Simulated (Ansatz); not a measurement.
Ansatz input

```yaml
crystal:
  lattice:
    - [-4.2064851011, 4.1249164197, 1.7113010209]
    - [4.1249164197, -4.2064851011, 1.7113010209]
    - [2.3324088162, 2.3324088162, -1.8606942102]
  atoms:
    - { symbol: Tl, position: [0.997481775, 0.002518225, 1.0] }
    - { symbol: Tl, position: [0.752518225, 0.247481775, 0.5] }
hamiltonian:
  xc: rpbe
  pseudopotentials:
    kind: paw
    azcp:
      Tl: "pseudopotentials/Tl.paw.azcp"
basis:
  ecutwfc: 420
  fft_grid_basis: typed
kpoints:
  mp_grid: { grid: [12, 12, 11], shift: [0, 0, 0] }
magnetization:
  spin_polarized: false
scf:
  occupations: { method: fermi_dirac, width: 0.1 }
  lower_state_search: "off"
output:
  stress: true
```

Terminal output

```
Engine: ansatz 0.2.0, aarch64-unknown-linux-gnu
Pseudopotentials: kind: paw
Pseudopotential: Tl, paw, valence charge 13, recommended cutoff 420 eV (normal) 
Functional definition: RPBE
  parameter kappa = 0.804
  parameter beta = 0.06672455060314922
  exchange = rpbe_x(kappa = kappa, mu = beta*pi^2/3)
  correlation = pbe_c(beta = beta)
Crystal: 2 atoms, lattice volume = 65.244 Å³
Basis set: ecut = 420 eV, 1273 PW (Γ)
Bands: 17, of which v1, the nominal top of the filled ones, is band 13 counted from 1 (12 counted from 0)
Symmetry: 4 space group operations
Space group: C2/c (ITA 15), of the structure as read, at distance tolerance 4.0e-5 Å
k-points: 433 of 1584
Non-local potential: Tl, projectors of the file, l = 0: 2, l = 1: 2, l = 2: 2, l = 3: 1
PAW form: soft (Blöchl's): semilocal exchange-correlation on the pseudo side does not see the compensation charge
PAW frozen core: Tl, regenerated for the run's functional, and the local potential with it (the file was generated under x = pbe(κ = 0.804, μ = 0.2195149727645171), c = pbe(β = 0.06672455060314922))
PAW one-centre angular grid: Tl, 590 points (default); XC on 64 Gauss nodes
Initial density: superposition of atomic densities (neutral atoms: chi_scale 0, normalization atom), corrected by the library's trained network
Initial wavefunctions: pseudopotential atomic-orbital guess
Functional: x = rpbe, c = pbe(β = 0.06672455060314922)
SCF iter   1: F=—  HF=-22918.184659 eV  |F-HF|=—  |Δ(HF+E_count)|=         —  Δρ=1.81e-3  dr2=2.25e-3  ethr=1.77e-3  ⟨swp⟩=5.9  Hψ=35547  notcnv=0
SCF iter   2: F=—  HF=-22918.182124 eV  |F-HF|=—  |Δ(HF+E_count)|=   2.53e-3  Δρ=8.11e-4  dr2=5.12e-4  ethr=8.67e-6  ⟨swp⟩=2.7  Hψ=16784  notcnv=0
SCF iter   3: F=—  HF=-22918.181999 eV  |F-HF|=—  |Δ(HF+E_count)|=   1.25e-4  Δρ=1.80e-4  dr2=3.19e-5  ethr=1.97e-6  ⟨swp⟩=2.0  Hψ=12617  notcnv=0
SCF iter   4: F=—  HF=-22918.182012 eV  |F-HF|=—  |Δ(HF+E_count)|=   1.31e-5  Δρ=5.77e-5  dr2=4.28e-6  ethr=1.23e-7  ⟨swp⟩=2.2  Hψ=9558  notcnv=0
SCF iter   5: F=—  HF=-22918.182015 eV  |F-HF|=—  |Δ(HF+E_count)|=   2.16e-6  Δρ=1.87e-5  dr2=4.15e-7  ethr=1.65e-8  ⟨swp⟩=2.0  Hψ=8779  notcnv=0
SCF iter   6: F=-22918.182015 eV  HF=-22918.182015 eV  |F-HF|=1.26e-9  |Δ(HF+E_count)|=   3.25e-7  Δρ=4.97e-6  dr2=3.31e-8  ethr=3.85e-10  ⟨swp⟩=4.1  Hψ=26278  notcnv=0
SCF 1 converged in 6 iterations: F = -22918.182015 eV  dr2 = 3.31e-8
SCF converged after 6 iterations
Free energy (F): -22918.182015 eV
Harris-Foulkes:  -22918.182015 eV  (|F-HF|=1.26e-9)
Internal energy: -22918.138174 eV  (E = F + TS)
E sigma→0 (E₀):  -22918.160095 eV
Entropy (-TS):   -0.043841 eV (-21.920 meV/atom)
Fermi energy:    8.839004 eV
--- Per-component energies (eV) ---
  E_band       = -24.454879
  E_kinetic    = 666.271385
  E_local      = -1909.217917  (includes V_loc(G=0)·N_el)
  E_nonlocal   = 633.584054
  E_hartree    = 706.166576
  E_xc         = -461.720569
  E_vxc        = -282.780160  (∫ρ·V_xc dr)
  E_paw        = -20357.469180  (= ΣΔE_a)
  E_vpaw       = -544.647134  (= ΣTr[D̂ρ^β])
  E_aug_tail   = 0.000068  (compensation charges beyond the density's cutoff)
  E_ewald      = -2195.950626
  E_core_change = 0.198036  (= ΣΔE_core)
  E_smearing   = -0.043841  (= −TS)
  E_closure    = -0.000000  (closes the sum)
  Σ components = -22918.182015   (vs F -22918.182015, Δ=0.00e0)
--- Stress (GPa, compression-positive) ---
        0.857318      -0.081791       0.099014
       -0.081791       0.857318       0.099014
        0.099014       0.099014       0.905485
  P = ⅓ Tr σ = 0.8734 GPa (8.734 kbar)
```
